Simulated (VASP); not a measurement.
# AlGaN2 (Pmn2_1) in VASP: notebook

The runs below take AlGaN2 through relaxation of cell and atoms, with PBEsol.

All numbers are computed with VASP 6.6.1; they aren't measurements. Logs are shortened: lines on timing, memory, paths and dates and some standing lists are left out, and cuts for length are marked.

## 1. The structure

Symmetry: Pmn2_1, No. 31, orthorhombic system. The conventional cell has a = 3.139 Å, b = 5.436 Å, c = 5.099 Å, α = 90.00°, β = 90.00°, γ = 90.00°. Al (site symmetry m) is surrounded by 4 N at 1.91 to 1.92 Å. Ga (site symmetry m) is surrounded by 4 N at 1.91 to 1.92 Å. N (site symmetry m) is surrounded by 3 Al at 1.91 to 1.92 Å and 1 Ga at 1.92 Å. N (site symmetry m) has 3 Ga at 1.91 to 1.92 Å and 1 Al at 1.92 Å as nearest neighbours.

The cell was built by a generator and needn't be a form met in nature.

## 2. Relaxation of cell and atoms, PBEsol

Contents of INCAR:

```
PREC     = Accurate       # precision mode
ENCUT    = 600            # plane-wave cutoff, eV
EDIFF    = 1E-6           # SCF threshold, eV
ISMEAR   = 0              # smearing method
SIGMA    = 0.03           # smearing width, eV
LREAL    = False          # projectors in reciprocal space
LASPH    = True           # aspherical terms in the spheres
NELM     = 80             # most SCF steps
ALGO     = Normal         # electronic algorithm
ISIF     = 3              # what is computed and relaxed
LWAVE    = False          # write WAVECAR
LCHARG   = False          # write CHGCAR
GGA      = PS             # functional
IBRION   = 2              # ionic algorithm
NSW      = 90             # ionic steps
EDIFFG   = -0.01          # ionic threshold
KPAR     = 4
```

Contents of KPOINTS:

```
regular mesh
0
Gamma
  10 6 6
```

Contents of POSCAR:

```
AlGaN2
1.0
   -3.1386472500      0.0000000000      0.0000000000
    0.0000000000      0.0000000000     -5.0988212800
    0.0000000000     -5.4362965000      0.0000000000
Al Ga N
2 2 4
Direct
    0.5000000000      0.0000000000      0.1666666700
    0.0000000000      0.5000000000      0.3333333300
    0.0000000000      0.0000000000      0.6666666700
    0.5000000000      0.5000000000      0.8333333300
    0.5000000000      0.6250000000      0.1666666700
    0.0000000000      0.6250000000      0.6666666700
    0.0000000000      0.1250000000      0.3333333300
    0.5000000000      0.1250000000      0.8333333300
```

Potentials or basis: VASP PAW PBE potentials, release 64 (Al, Ga_d, N).

Launch:

```console
$ cat potpaw_PBE.64/Al/POTCAR potpaw_PBE.64/Ga_d/POTCAR potpaw_PBE.64/N/POTCAR > POTCAR
$ mpirun -np 4 vasp_std > vasp.out
```

OUTCAR:

```text
PREC = Accurate
   ENCUT = 600
   EDIFF = 1E-6
   ISMEAR = 0
   LREAL = False
   LASPH = True
   NELM = 80
   ISIF = 3
   GGA = PS
   IBRION = 2
   NSW = 90
   EDIFFG = -0.01

 ion  position               nearest neighbor table
   1  0.500  0.000  0.167-   5 1.91   7 1.92   7 1.92   8 1.92   2 3.13   2 3.13   2 3.13   2 3.13
                             4 3.13   4 3.13   3 3.14   3 3.14   3 3.14   3 3.14
   2  0.000  0.500  0.333-   7 1.91   5 1.92   5 1.92   6 1.92   1 3.13   1 3.13   1 3.13   1 3.13
                             3 3.13   3 3.13   4 3.14   4 3.14   4 3.14   4 3.14
   3  0.000  0.000  0.667-   6 1.91   8 1.92   8 1.92   7 1.92   2 3.13   2 3.13   1 3.14   1 3.14
                             1 3.14   1 3.14
   4  0.500  0.500  0.833-   8 1.91   6 1.92   6 1.92   5 1.92   1 3.13   1 3.13   2 3.14   2 3.14
                             2 3.14   2 3.14
   5  0.500  0.625  0.167-   1 1.91   2 1.92   2 1.92   4 1.92
   6  0.000  0.625  0.667-   3 1.91   4 1.92   4 1.92   2 1.92
   7  0.000  0.125  0.333-   2 1.91   1 1.92   1 1.92   3 1.92
   8  0.500  0.125  0.833-   4 1.91   3 1.92   3 1.92   1 1.92

  LATTYP: Found a simple orthorhombic cell.
 ALAT       =     3.1386472500
 B/A-ratio  =     1.6245282996
 C/A-ratio  =     1.7320508063

  Lattice vectors:

 A1 = (  -3.1386472500,   0.0000000000,   0.0000000000)
 A2 = (   0.0000000000,   0.0000000000,  -5.0988212800)
 A3 = (   0.0000000000,  -5.4362965000,   0.0000000000)

Analysis of symmetry for initial positions (statically):
=====================================================================
 Subroutine PRICEL returns:
 Original cell was already a primitive cell.

 Routine SETGRP: Setting up the symmetry group for a
 simple orthorhombic supercell.

 Subroutine GETGRP returns: Found  4 space group operations
 (whereof  2 operations were pure point group operations)
 out of a pool of  8 trial point group operations.

The static configuration has the point symmetry C_1h.
 The point group associated with its full space group is C_2v.

Analysis of symmetry for dynamics (positions and initial velocities):
=====================================================================
 Subroutine PRICEL returns:
 Original cell was already a primitive cell.

 Routine SETGRP: Setting up the symmetry group for a
 simple orthorhombic supercell.

 Subroutine GETGRP returns: Found  4 space group operations
 (whereof  2 operations were pure point group operations)
 out of a pool of  8 trial point group operations.

The dynamic configuration has the point symmetry C_1h.
 The point group associated with its full space group is C_2v.

[... 131 lines left out ...]
  volume/ion in A,a.u.               =      10.87        73.39
  Fermi-wavevector in a.u.,A,eV,Ry     =   1.379021  2.605971 25.874175  1.901698
  Thomas-Fermi vector in A             =   2.504029
   LORBIT       =      0    0 simple, 1 ext, 2 COOP (PROOUT), +10 PAW based schemes
   GGA     = PS    functional components
   LHFCALC =     F    Hartree Fock is set to
   AEXX    =    0.0000 exact exchange contribution
   IVDW    =     0    specifies the selected vdW correction
   LEPSILON=     F    determine dielectric tensor
   LRPA    =     F    only Hartree local field effects (RPA)
 conjugate gradient relaxation of ions
 non-spin polarized calculation
 Gauss-broadening in eV      SIGMA  =   0.03
  energy-cutoff  :      600.00
  volume of cell :       87.00
 maximum number of plane-waves:      2930
 NGX is ok and might be reduce to    28
   NGX = 13   NGY = 21   NGZ = 21

--------------------------------------- Ionic step        1  -------------------------------------------

 number of electron      52.0000006 magnetization

 Free energy of the ion-electron system (eV)
  ---------------------------------------------------
  ext. energy  EPLUGINS =         0.00000000
  ---------------------------------------------------
  free energy    TOTEN  =       -57.45931187 eV

  energy without entropy =      -57.45931187  energy(sigma->0) =      -57.45931187

------------------------ aborting loop because EDIFF is reached ----------------------------------------

  FORCE on cell =-STRESS in cart. coord.  units (eV):
  Direction    XX          YY          ZZ          XY          YZ          ZX
  --------------------------------------------------------------------------------------
  -------------------------------------------------------------------------------------
  Total        0.3285863      0.2792234      0.7940798      0.0000000      0.0000000      0.0000000
  in kB        6.0512429      5.1421755     14.6237683      0.0000000      0.0000000      0.0000000
  external PRESSURE =       8.6057289 kB  Pullay stress =       0.0000000 kB
[... 107 lines left out ...]
  FREE ENERGIE OF THE ION-ELECTRON SYSTEM (eV)
  ---------------------------------------------------
  free  energy   TOTEN  =       -57.5364216491 eV

  energy  without entropy=      -57.5364216491  energy(sigma->0) =      -57.53642165

[... ionic steps 4 to 7 ...]

--------------------------------------- Ionic step        8  -------------------------------------------

 number of electron      52.0000005 magnetization

------------------------ aborting loop because EDIFF is reached ----------------------------------------
[... 79 lines left out ...]
--------------------------------------- Ionic step       10  -------------------------------------------

 number of electron      52.0000006 magnetization

 Free energy of the ion-electron system (eV)
  ---------------------------------------------------
  ext. energy  EPLUGINS =         0.00000000
  ---------------------------------------------------
  free energy    TOTEN  =       -57.54746211 eV

  energy without entropy =      -57.54746211  energy(sigma->0) =      -57.54746211

 E-fermi :   5.8085     XC(G=0): -11.5423

 val. band max:        5.6553160337   @ k =   0.0000   0.0000   0.0000
 cond. band min:       8.5602586832   @ k =   0.0000   0.0000   0.0000
 fundamental gap:      2.9049426495
 Fermi energy:         5.8085167231

 k-point     1 :       0.0000    0.0000    0.0000
  band No.  band energies     occupation
      1      -9.9855      2.00000
      2      -8.9206      2.00000
      3      -8.6852      2.00000
      4      -8.1122      2.00000
      5      -7.4364      2.00000
      6      -7.4148      2.00000
[... 805 lines left out ...]
     30      11.9679      0.00000
     31      13.6545      0.00000

 [... further k-points ...]
[... 5 lines left out ...]
  --------------------------------------------------------------------------------------
  -------------------------------------------------------------------------------------
  Total        0.0510176      0.0231137      0.0607381      0.0000000      0.0000000      0.0000000
  in kB        0.9375455      0.4247591      1.1161793      0.0000000      0.0000000      0.0000000
  external PRESSURE =       0.8261613 kB  Pullay stress =       0.0000000 kB
[... 23 lines left out ...]
  FREE ENERGIE OF THE ION-ELECTRON SYSTEM (eV)
  ---------------------------------------------------
  free  energy   TOTEN  =       -57.5474621082 eV

  energy  without entropy=      -57.5474621082  energy(sigma->0) =      -57.54746211

 reached required accuracy - stopping structural energy minimisation
```

CONTCAR:

```text
AlGaN2
   1.00000000000000
    -3.1453899830344190    0.0000000000000000    0.0000000000000000
     0.0000000000000000    0.0000000000000000   -5.0895504716201074
     0.0000000000000000   -5.4460825420165602    0.0000000000000000
  Al              Ga              N
     2     2     4
Direct
     0.5000000000000000    0.0022722944932095    0.1689517610383411
     0.0000000000000000    0.5022722944932094    0.3310482389616589
     0.0000000000000000    0.0014260683838700    0.6645712858278384
     0.5000000000000000    0.5014260683838699    0.8354287141721616
     0.5000000000000000    0.6276067237780689    0.1743352509387738
     0.0000000000000000    0.6186949133448517    0.6597385636260080
     0.0000000000000000    0.1276067237780689    0.3256647490612261
     0.5000000000000000    0.1186949133448516    0.8402614363739920

  0.00000000E+00  0.00000000E+00  0.00000000E+00
  0.00000000E+00  0.00000000E+00  0.00000000E+00
  0.00000000E+00  0.00000000E+00  0.00000000E+00
  0.00000000E+00  0.00000000E+00  0.00000000E+00
  0.00000000E+00  0.00000000E+00  0.00000000E+00
  0.00000000E+00  0.00000000E+00  0.00000000E+00
  0.00000000E+00  0.00000000E+00  0.00000000E+00
  0.00000000E+00  0.00000000E+00  0.00000000E+00
```

Run time: 4.3 min. Hardware: 4 MPI ranks of Intel Xeon 6975P-C (Granite Rapids), shared host; peak memory 0.44 GiB.

Results:

- Free energy: -57.5475 eV
- Relaxed volume: 10.90 Å³/atom
- Relaxed cell: a = 3.145 Å, b = 5.090 Å, c = 5.446 Å, α = 90.00°, β = 90.00°, γ = 90.00°
- Space group after relaxing (to 0.05 Å): Pmn2_1 (No. 31)
- Energy gained by relaxing: 11.0 meV/atom
- Ionic steps: 10
- Pressure after relaxing: 0.1 GPa
- Largest force after relaxing: 0.007 eV/Å
- Band gap on the k mesh: 2.90 eV, direct

Forces in eV/Å, atoms in the order of the input:
```
Al   0.000  0.004  0.004
Al   0.000 -0.004  0.004
Ga   0.000  0.005  0.005
Ga   0.000 -0.005  0.005
N    0.000 -0.002 -0.007
N    0.000  0.000 -0.002
N    0.000  0.002 -0.007
N    0.000  0.000 -0.002
```

Step by step:
```csv
step,energy change (eV),largest force (eV/Å),pressure (GPa),volume (Å³)
1,0.0000,0.9627,0.86,87.00
2,-0.0760,0.3265,-1.05,87.74
3,-0.0771,0.2800,-0.89,87.66
4,-0.0869,0.0855,0.47,87.01
5,-0.0874,0.0799,0.19,87.12
6,-0.0879,0.0341,-0.10,87.25
7,-0.0879,0.0314,-0.02,87.23
8,-0.0881,0.0161,-0.05,87.23
9,-0.0881,0.0161,-0.06,87.24
10,-0.0882,0.0071,0.08,87.18
```

Final structure:
```
CELL_PARAMETERS angstrom
-3.14539 0.00000 0.00000
0.00000 0.00000 -5.08955
0.00000 -5.44608 0.00000
ATOMIC_POSITIONS crystal
Al 0.50000 0.00227 0.16895
Al 0.00000 0.50227 0.33105
Ga 0.00000 0.00143 0.66457
Ga 0.50000 0.50143 0.83543
N 0.50000 0.62761 0.17434
N 0.00000 0.61869 0.65974
N 0.00000 0.12761 0.32566
N 0.50000 0.11869 0.84026
```

Levels at points of the mesh, in eV from the valence-band top:
| k point | band 23 | band 24 | band 25 | band 26 | band 27 | band 28 | band 29 | band 30 |
| --- | --- | --- | --- | --- | --- | --- | --- | --- |
| (0.00, 0.00, 0.00) | -0.94 | -0.14 | -0.10 | 0.00 | 2.90 | 4.92 | 5.64 | 5.72 |
| (0.50, 0.00, 0.00) | -2.07 | -2.07 | -1.67 | -1.67 | 5.57 | 5.57 | 7.34 | 7.34 |
| (0.00, 0.50, 0.00) | -0.56 | -0.56 | -0.50 | -0.50 | 4.62 | 4.62 | 5.35 | 5.35 |
| (0.50, 0.50, 0.00) | -1.49 | -1.49 | -1.19 | -1.19 | 6.07 | 6.07 | 6.31 | 6.31 |
| (0.00, 0.00, 0.50) | -0.78 | -0.74 | -0.46 | -0.20 | 4.93 | 5.33 | 6.47 | 6.80 |
| (0.50, 0.00, 0.50) | -2.11 | -2.11 | -0.85 | -0.85 | 5.05 | 5.05 | 5.69 | 5.69 |
| (0.00, 0.50, 0.50) | -1.41 | -1.41 | -0.97 | -0.97 | 5.56 | 5.56 | 6.08 | 6.08 |
| (0.50, 0.50, 0.50) | -1.62 | -1.62 | -1.48 | -1.48 | 4.53 | 4.53 | 4.94 | 4.94 |

Caveat: the PAW data sets were made with another functional, which shifts forces and pressure a little. A k mesh can miss the band edges.

## 3. Relaxation of cell and atoms, PBEsol

This run uses another cell than the first one, of 10.90 Å³/atom, 1.002 times its volume.

INCAR, as its differences from that of step 2:

```diff
@@ -2,3 +2,3 @@
 ENCUT    = 600            # plane-wave cutoff, eV
-EDIFF    = 1E-6           # SCF threshold, eV
+EDIFF    = 1E-7           # SCF threshold, eV
 ISMEAR   = 0              # smearing method
@@ -15,3 +15,3 @@
 NSW      = 90             # ionic steps
-EDIFFG   = -0.01          # ionic threshold
+EDIFFG   = -0.005         # ionic threshold
 KPAR     = 4
```

KPOINTS is that of step 2.

Contents of POSCAR:

```
AlGaN2                                  
1.0
   -3.1453899830      0.0000000000      0.0000000000
    0.0000000000      0.0000000000     -5.0895504716
    0.0000000000     -5.4460825420      0.0000000000
  Al              Ga              N             
     2     2     4
Direct
     0.5000000000000000    0.0022722944932095    0.1689517610383411
     0.0000000000000000    0.5022722944932094    0.3310482389616589
     0.0000000000000000    0.0014260683838700    0.6645712858278384
     0.5000000000000000    0.5014260683838699    0.8354287141721616
     0.5000000000000000    0.6276067237780689    0.1743352509387738
     0.0000000000000000    0.6186949133448517    0.6597385636260080
     0.0000000000000000    0.1276067237780689    0.3256647490612261
     0.5000000000000000    0.1186949133448516    0.8402614363739920
```

Potentials or basis: VASP PAW PBE potentials, release 64 (Al, Ga_d, N).

Launch:

```console
$ cat potpaw_PBE.64/Al/POTCAR potpaw_PBE.64/Ga_d/POTCAR potpaw_PBE.64/N/POTCAR > POTCAR
$ mpirun -np 4 vasp_std > vasp.out
```

It took 99 s on 4 MPI ranks of Intel Xeon 6975P-C (Granite Rapids), shared host; peak memory 0.43 GiB.

It converged, with:

| Property | Result |
| --- | --- |
| Free energy | -57.5478 eV |
| Relaxed volume | 10.90 Å³/atom |
| Relaxed cell | a = 3.146 Å, b = 5.091 Å, c = 5.446 Å, α = 90.00°, β = 90.00°, γ = 90.00° |
| Space group after relaxing (to 0.05 Å) | Pmn2_1 (No. 31) |
| Energy gained by relaxing | 0.0 meV/atom |
| Ionic steps | 3 |
| Pressure after relaxing | 0.0 GPa |
| Largest force after relaxing | 0.005 eV/Å |
| Band gap on the k mesh | 2.90 eV, direct |

Forces in eV/Å, atoms in the order of the input:
```
Al   0.000  0.001  0.001
Al   0.000 -0.001  0.001
Ga   0.000  0.002  0.003
Ga   0.000 -0.002  0.003
N    0.000 -0.003 -0.004
N    0.000 -0.003 -0.001
N    0.000  0.003 -0.004
N    0.000  0.003 -0.001
```

Final structure:
```
CELL_PARAMETERS angstrom
-3.14589 0.00000 0.00000
0.00000 0.00000 -5.09060
0.00000 -5.44639 0.00000
ATOMIC_POSITIONS crystal
Al 0.50000 0.00225 0.16893
Al 0.00000 0.50225 0.33107
Ga 0.00000 0.00140 0.66454
Ga 0.50000 0.50140 0.83546
N 0.50000 0.62765 0.17434
N 0.00000 0.61870 0.65974
N 0.00000 0.12765 0.32566
N 0.50000 0.11870 0.84026
```

Levels at points of the mesh, in eV from the valence-band top:
```
           k point  band 24  band 25  band 26  band 27  band 28  band 29
(0.00, 0.00, 0.00)    -0.14    -0.10     0.00     2.90     4.92     5.64
(0.50, 0.00, 0.00)    -2.07    -1.67    -1.67     5.57     5.57     7.33
(0.00, 0.50, 0.00)    -0.56    -0.50    -0.50     4.61     4.61     5.35
(0.50, 0.50, 0.00)    -1.49    -1.19    -1.19     6.07     6.07     6.31
(0.00, 0.00, 0.50)    -0.74    -0.46    -0.20     4.92     5.32     6.47
(0.50, 0.00, 0.50)    -2.11    -0.85    -0.85     5.05     5.05     5.69
(0.00, 0.50, 0.50)    -1.41    -0.97    -0.97     5.56     5.56     6.08
(0.50, 0.50, 0.50)    -1.62    -1.48    -1.48     4.53     4.53     4.94
```

Caveat: the PAW data sets were made with another functional, which shifts forces and pressure a little.
